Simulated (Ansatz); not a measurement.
# Tin, omega (AlB2-type) under PBE: structure, energy and stiffness, part 2 of 2

What does PBE give for tin in the omega (AlB2-type) structure? We relax it, solve it on a dense k-mesh, then scale the cell to 7 volumes from 88 to 112 % of the relaxed one and try a fit of the equation of state. Spin polarisation is left out. The k-meshes are 7×7×10 for the relaxation; 9×9×13 for the dense run; 8×8×11 for the volumes.

Ansatz 0.2.0; DFT, PBE, plane waves (420 eV) with PAW, scalar-relativistic. The steps go on from the part before.

### Step 5. At 92 % of the relaxed volume

File input.yaml:

```yaml
crystal:
  lattice:
    - [5.2612324564, 0.0, 0.0]
    - [-2.6306162282, 4.5563609625, 0.0]
    - [0.0, 0.0, 3.2079413084]
  atoms:
    - { symbol: Sn, position: [0.0, 0.0, 0.0] }
    - { symbol: Sn, position: [0.3333333333, 0.6666666667, 0.5] }
    - { symbol: Sn, position: [0.6666666667, 0.3333333333, 0.5] }
hamiltonian:
  xc: pbe
  pseudopotentials:
    kind: paw
    azcp:
      Sn: "pseudopotentials/Sn.paw.azcp"
basis:
  ecutwfc: 420
  fft_grid_basis: typed
kpoints:
  mp_grid: { grid: [8, 8, 11], shift: [0, 0, 0] }
magnetization:
  spin_polarized: false
scf:
  occupations: { method: fermi_dirac, width: 0.1 }
  lower_state_search: "off"
output:
  stress: true
  write_density: true
  write_potential: true
  elf: true
  volumetric_format: npy
```

Launch:

```
$ ansatz run input.yaml --threads 1 --pin off --max-ram 3584MiB --backend cpu --events-out ev --progress --plain --runs-dir out
```

What it wrote (excerpt; [...] marks lines left out):

```text
[...]
Pseudopotentials: kind: paw
Pseudopotential: Sn, paw, valence charge 14, recommended cutoff 420 eV (normal), <dir>
Functional definition: PBE
[...]
Crystal: 3 atoms, lattice volume = 76.901 Å³
Basis set: ecut = 420 eV, 1529 PW (Γ)
Bands: 26, of which v1, the nominal top of the filled ones, is band 21 counted from 1 (20 counted from 0)
Symmetry: 24 space group operations
Space group: P6/mmm (ITA 191), of the structure as read, at distance tolerance 4.3e-5 Å
k-points: 60 of 704
[...]
SCF iter   1: F=—  HF=-18072.314684 eV  |F-HF|=—  |Δ(HF+E_count)|=         —  Δρ=1.12e-3  dr2=9.06e-4  ethr=1.77e-3  ⟨swp⟩=6.5  Hψ=7078  notcnv=0
[...]
SCF iter   6: F=-18072.312712 eV  HF=-18072.312712 eV  |F-HF|=2.39e-8  |Δ(HF+E_count)|=   1.29e-6  Δρ=7.08e-6  dr2=4.28e-8  ethr=2.38e-10  ⟨swp⟩=8.1  Hψ=10832  notcnv=0
[...]
SCF converged after 6 iterations
Free energy (F): -18072.312712 eV
[...]
E sigma→0 (E₀):  -18072.280246 eV
Entropy (-TS):   -0.064933 eV (-21.644 meV/atom)
Fermi energy:    11.739322 eV
[...]
--- Stress (GPa, compression-positive) ---
        6.356942      -0.000000      -0.000000
        0.000000       6.356942       0.000000
       -0.000000       0.000000       2.857621
  P = ⅓ Tr σ = 5.1905 GPa (51.905 kbar)
--- Band table (eV; the first three rows and the last of 60) ---
  k-point 0: bands = ["-9.9752", "-9.8700", "-9.8617", "-9.8617", "-9.8153", "-9.8153", "-9.7584", "-9.7584", "-9.7386", "-9.6825", "-9.6825", "-9.6554", "-9.6554", "-9.5945", "-9.5945", "0.2042", "6.2268", "6.5689", "8.9923", "8.9923", "9.1227", "9.1227", "14.8335", "18.4253", "20.3233", [...]
[...]
```

It took 11 s on 1 thread of Intel Xeon Platinum 8259CL at 2.50GHz (Skylake/Cascade Lake), shared host; peak memory 0.56 GiB.

### Step 6. At 96 % of the relaxed volume

input.yaml: that of step 5 with these lines changed.

```diff
@@ -2,5 +2,5 @@
   lattice:
-    - [5.2612324564, 0.0, 0.0]
-    - [-2.6306162282, 4.5563609625, 0.0]
-    - [0.0, 0.0, 3.2079413084]
+    - [5.336403076, 0.0, 0.0]
+    - [-2.668201538, 4.6214606287, 0.0]
+    - [0.0, 0.0, 3.2537752338]
   atoms:
@@ -27,5 +27 @@
   stress: true
-  write_density: true
-  write_potential: true
-  elf: true
-  volumetric_format: npy
```

Launch:

```
$ ansatz run input.yaml --threads 1 --pin off --max-ram 3584MiB --backend cpu --events-out ev --progress --plain --runs-dir out
```

What it wrote (excerpt; [...] marks lines left out):

```text
[...]
Pseudopotentials: kind: paw
Pseudopotential: Sn, paw, valence charge 14, recommended cutoff 420 eV (normal), <dir>
Functional definition: PBE
[...]
Crystal: 3 atoms, lattice volume = 80.245 Å³
Basis set: ecut = 420 eV, 1577 PW (Γ)
Bands: 25, of which v1, the nominal top of the filled ones, is band 21 counted from 1 (20 counted from 0)
Symmetry: 24 space group operations
Space group: P6/mmm (ITA 191), of the structure as read, at distance tolerance 4.3e-5 Å
k-points: 60 of 704
[...]
SCF iter   1: F=—  HF=-18072.393861 eV  |F-HF|=—  |Δ(HF+E_count)|=         —  Δρ=1.12e-3  dr2=1.04e-3  ethr=1.77e-3  ⟨swp⟩=7.7  Hψ=15155  notcnv=0  defer=28
[...]
SCF iter   7: F=-18072.392150 eV  HF=-18072.392150 eV  |F-HF|=5.02e-10  |Δ(HF+E_count)|=   3.14e-7  Δρ=1.61e-6  dr2=3.06e-9  ethr=2.38e-10  ⟨swp⟩=3.0  Hψ=6836  notcnv=0
[...]
SCF converged after 7 iterations
Free energy (F): -18072.392150 eV
[...]
E sigma→0 (E₀):  -18072.360322 eV
Entropy (-TS):   -0.063656 eV (-21.219 meV/atom)
Fermi energy:    11.080600 eV
[...]
--- Stress (GPa, compression-positive) ---
        3.523728       0.000000       0.000000
        0.000000       3.523728       0.000000
        0.000000       0.000000       0.521042
  P = ⅓ Tr σ = 2.5228 GPa (25.228 kbar)
```

Run time: 12 s. Hardware: 1 thread of Intel Xeon Platinum 8259CL at 2.50GHz (Skylake/Cascade Lake), shared host; peak memory 0.56 GiB.

### Step 7. At 100 % of the relaxed volume

input.yaml: that of step 6 with these lines changed.

```diff
@@ -2,5 +2,5 @@
   lattice:
-    - [5.336403076, 0.0, 0.0]
-    - [-2.668201538, 4.6214606287, 0.0]
-    - [0.0, 0.0, 3.2537752338]
+    - [5.409513573, 0.0, 0.0]
+    - [-2.7047567865, 4.6847761764, 0.0]
+    - [0.0, 0.0, 3.2983530367]
   atoms:
```

Launch:

```
$ ansatz run input.yaml --threads 1 --pin off --max-ram 3584MiB --backend cpu --events-out ev --progress --plain --runs-dir out
```

What it wrote (excerpt; [...] marks lines left out):

```text
[...]
Pseudopotentials: kind: paw
Pseudopotential: Sn, paw, valence charge 14, recommended cutoff 420 eV (normal), <dir>
Functional definition: PBE
[...]
Crystal: 3 atoms, lattice volume = 83.588 Å³
Basis set: ecut = 420 eV, 1661 PW (Γ)
Bands: 25, of which v1, the nominal top of the filled ones, is band 21 counted from 1 (20 counted from 0)
Symmetry: 24 space group operations
Space group: P6/mmm (ITA 191), of the structure as read, at distance tolerance 4.4e-5 Å
k-points: 60 of 704
[...]
SCF iter   1: F=—  HF=-18072.423630 eV  |F-HF|=—  |Δ(HF+E_count)|=         —  Δρ=1.05e-3  dr2=1.04e-3  ethr=1.77e-3  ⟨swp⟩=7.8  Hψ=15190  notcnv=0  defer=26
[...]
SCF iter   6: F=-18072.421731 eV  HF=-18072.421731 eV  |F-HF|=1.80e-8  |Δ(HF+E_count)|=   4.75e-7  Δρ=6.93e-6  dr2=3.86e-8  ethr=2.38e-10  ⟨swp⟩=3.1  Hψ=7208  notcnv=0
[...]
SCF converged after 6 iterations
Free energy (F): -18072.421731 eV
[...]
E sigma→0 (E₀):  -18072.390644 eV
Entropy (-TS):   -0.062175 eV (-20.725 meV/atom)
Fermi energy:    10.475883 eV
[...]
--- Stress (GPa, compression-positive) ---
        1.239424       0.000000      -0.000000
        0.000000       1.239424      -0.000000
       -0.000000      -0.000000      -1.304345
  P = ⅓ Tr σ = 0.3915 GPa (3.915 kbar)
```

Run time: 14 s. Hardware: 1 thread of Intel Xeon Platinum 8259CL at 2.50GHz (Skylake/Cascade Lake), shared host; peak memory 0.59 GiB.

### Step 8. At 104 % of the relaxed volume

input.yaml: that of step 7 with these lines changed.

```diff
@@ -2,5 +2,5 @@
   lattice:
-    - [5.409513573, 0.0, 0.0]
-    - [-2.7047567865, 4.6847761764, 0.0]
-    - [0.0, 0.0, 3.2983530367]
+    - [5.4806995466, 0.0, 0.0]
+    - [-2.7403497733, 4.7464250379, 0.0]
+    - [0.0, 0.0, 3.3417573963]
   atoms:
```

Launch:

```
$ ansatz run input.yaml --threads 1 --pin off --max-ram 3584MiB --backend cpu --events-out ev --progress --plain --runs-dir out
```

What it wrote (excerpt; [...] marks lines left out):

```text
[...]
Pseudopotentials: kind: paw
Pseudopotential: Sn, paw, valence charge 14, recommended cutoff 420 eV (normal), <dir>
Functional definition: PBE
[...]
Crystal: 3 atoms, lattice volume = 86.932 Å³
Basis set: ecut = 420 eV, 1673 PW (Γ)
Bands: 25, of which v1, the nominal top of the filled ones, is band 21 counted from 1 (20 counted from 0)
Symmetry: 24 space group operations
Space group: P6/mmm (ITA 191), of the structure as read, at distance tolerance 4.4e-5 Å
k-points: 60 of 704
[...]
SCF iter   1: F=—  HF=-18072.413273 eV  |F-HF|=—  |Δ(HF+E_count)|=         —  Δρ=1.03e-3  dr2=1.05e-3  ethr=1.77e-3  ⟨swp⟩=7.9  Hψ=15200  notcnv=0  defer=27
[...]
SCF iter   6: F=-18072.411434 eV  HF=-18072.411434 eV  |F-HF|=7.83e-8  |Δ(HF+E_count)|=   7.20e-8  Δρ=1.15e-5  dr2=7.45e-8  ethr=2.38e-10  ⟨swp⟩=3.1  Hψ=7204  notcnv=0
[...]
SCF converged after 6 iterations
Free energy (F): -18072.411434 eV
[...]
E sigma→0 (E₀):  -18072.381069 eV
Entropy (-TS):   -0.060730 eV (-20.243 meV/atom)
Fermi energy:    9.918567 eV
[...]
--- Stress (GPa, compression-positive) ---
       -0.605065      -0.000000       0.000000
       -0.000000      -0.605065       0.000000
        0.000000       0.000000      -2.735631
  P = ⅓ Tr σ = -1.3153 GPa (-13.153 kbar)
```

Wall time 13 s (1 thread of Intel Xeon Platinum 8259CL at 2.50GHz (Skylake/Cascade Lake), shared host); peak memory 0.58 GiB.

### Step 9. At 108 % of the relaxed volume

input.yaml: that of step 8 with these lines changed.

```diff
@@ -2,5 +2,5 @@
   lattice:
-    - [5.4806995466, 0.0, 0.0]
-    - [-2.7403497733, 4.7464250379, 0.0]
-    - [0.0, 0.0, 3.3417573963]
+    - [5.5500828559, 0.0, 0.0]
+    - [-2.7750414279, 4.8065127463, 0.0]
+    - [0.0, 0.0, 3.3840626138]
   atoms:
```

Launch:

```
$ ansatz run input.yaml --threads 1 --pin off --max-ram 3584MiB --backend cpu --events-out ev --progress --plain --runs-dir out
```

What it wrote (excerpt; [...] marks lines left out):

```text
[...]
Pseudopotentials: kind: paw
Pseudopotential: Sn, paw, valence charge 14, recommended cutoff 420 eV (normal), <dir>
Functional definition: PBE
[...]
Crystal: 3 atoms, lattice volume = 90.275 Å³
Basis set: ecut = 420 eV, 1763 PW (Γ)
Bands: 25, of which v1, the nominal top of the filled ones, is band 21 counted from 1 (20 counted from 0)
Symmetry: 24 space group operations
Space group: P6/mmm (ITA 191), of the structure as read, at distance tolerance 4.5e-5 Å
k-points: 60 of 704
[...]
SCF iter   1: F=—  HF=-18072.370883 eV  |F-HF|=—  |Δ(HF+E_count)|=         —  Δρ=1.02e-3  dr2=1.01e-3  ethr=1.77e-3  ⟨swp⟩=7.9  Hψ=15288  notcnv=0  defer=22
[...]
SCF iter   6: F=-18072.369188 eV  HF=-18072.369188 eV  |F-HF|=1.84e-8  |Δ(HF+E_count)|=   2.92e-7  Δρ=6.59e-6  dr2=3.77e-8  ethr=2.38e-10  ⟨swp⟩=3.3  Hψ=7209  notcnv=0
[...]
SCF converged after 6 iterations
Free energy (F): -18072.369188 eV
[...]
E sigma→0 (E₀):  -18072.339463 eV
Entropy (-TS):   -0.059450 eV (-19.817 meV/atom)
Fermi energy:    9.402984 eV
[...]
--- Stress (GPa, compression-positive) ---
       -2.094723       0.000000       0.000000
        0.000000      -2.094723       0.000000
        0.000000       0.000000      -3.862012
  P = ⅓ Tr σ = -2.6838 GPa (-26.838 kbar)
```

Run time: 12 s. Hardware: 1 thread of Intel Xeon Platinum 8259CL at 2.50GHz (Skylake/Cascade Lake), shared host; peak memory 0.59 GiB.

### Step 10. At 112 % of the relaxed volume

input.yaml: that of step 9 with these lines changed.

```diff
@@ -2,5 +2,5 @@
   lattice:
-    - [5.5500828559, 0.0, 0.0]
-    - [-2.7750414279, 4.8065127463, 0.0]
-    - [0.0, 0.0, 3.3840626138]
+    - [5.6177734644, 0.0, 0.0]
+    - [-2.8088867322, 4.8651345329, 0.0]
+    - [0.0, 0.0, 3.4253357378]
   atoms:
```

Launch:

```
$ ansatz run input.yaml --threads 1 --pin off --max-ram 3584MiB --backend cpu --events-out ev --progress --plain --runs-dir out
```

What it wrote (excerpt; [...] marks lines left out):

```text
[...]
Pseudopotentials: kind: paw
Pseudopotential: Sn, paw, valence charge 14, recommended cutoff 420 eV (normal), <dir>
Functional definition: PBE
[...]
Crystal: 3 atoms, lattice volume = 93.619 Å³
Basis set: ecut = 420 eV, 1823 PW (Γ)
Bands: 25, of which v1, the nominal top of the filled ones, is band 21 counted from 1 (20 counted from 0)
Symmetry: 24 space group operations
Space group: P6/mmm (ITA 191), of the structure as read, at distance tolerance 4.5e-5 Å
k-points: 60 of 704
[...]
SCF iter   1: F=—  HF=-18072.302839 eV  |F-HF|=—  |Δ(HF+E_count)|=         —  Δρ=1.01e-3  dr2=1.00e-3  ethr=1.77e-3  ⟨swp⟩=8.0  Hψ=15311  notcnv=0  defer=21
[...]
SCF iter   6: F=-18072.301317 eV  HF=-18072.301317 eV  |F-HF|=2.25e-8  |Δ(HF+E_count)|=   1.16e-7  Δρ=6.56e-6  dr2=3.79e-8  ethr=2.38e-10  ⟨swp⟩=5.0  Hψ=6067  notcnv=0
[...]
SCF converged after 6 iterations
Free energy (F): -18072.301317 eV
[...]
E sigma→0 (E₀):  -18072.272114 eV
Entropy (-TS):   -0.058406 eV (-19.469 meV/atom)
Fermi energy:    8.924588 eV
[...]
--- Stress (GPa, compression-positive) ---
       -3.296567       0.000000      -0.000000
        0.000000      -3.296567       0.000000
       -0.000000       0.000000      -4.748564
  P = ⅓ Tr σ = -3.7806 GPa (-37.806 kbar)
```

Run time: 14 s. Hardware: 1 thread of Intel Xeon Platinum 8259CL at 2.50GHz (Skylake/Cascade Lake), shared host; peak memory 0.58 GiB.

### Step 11. Energy and pressure against volume

The cell was scaled evenly, with its shape and the fractional positions fixed.

```
V (Å³/atom)  E − E₀ (meV/atom)  P from the stress (GPa)  P from the fit (GPa)
     24.519               84.6                     8.54                  8.55
     25.634               37.1                     5.19                  5.22
     26.748               10.4                     2.52                  2.56
     27.863                0.3                     0.39                  0.43
     28.977                3.5                    -1.32                 -1.28
     30.092               17.4                    -2.68                 -2.66
     31.206               39.8                    -3.78                 -3.76
```

A third-order Birch-Murnaghan fit gives V₀ = 28.119 Å³/atom, B₀ = 46 GPa and B₀′ = 4.5; it misses no point by more than 0.01 meV/atom.

### Step 12. Results

The summary covers parts 1 to 2.

| quantity | value |
| --- | --- |
| space group (spins left aside) | P6/mmm (No. 191) |
| conventional cell | a = 5.410 Å, c = 3.298 Å (c/a = 0.610) |
| volume | 27.863 Å³/atom |
| shortest distance | 3.123 Å |
| gap on the mesh | none (levels filled in part) |
| relative to alpha-Sn (diamond) | +67 meV/atom |
| V₀, B₀, B₀′ | 28.119 Å³/atom, 46 GPa, 4.5 |

What this shows: The relaxation shrank the cell by 0.6 % in volume. Against the reference form of tin (alpha-Sn (diamond), computed apart with the same settings) it stands 67 meV/atom higher. No gap shows: it is a metal or semimetal at this level. The fitted modulus is 46 GPa; letting shape and positions relax at each volume could only lower it. Relaxation kept the symmetry; phonons were not checked.
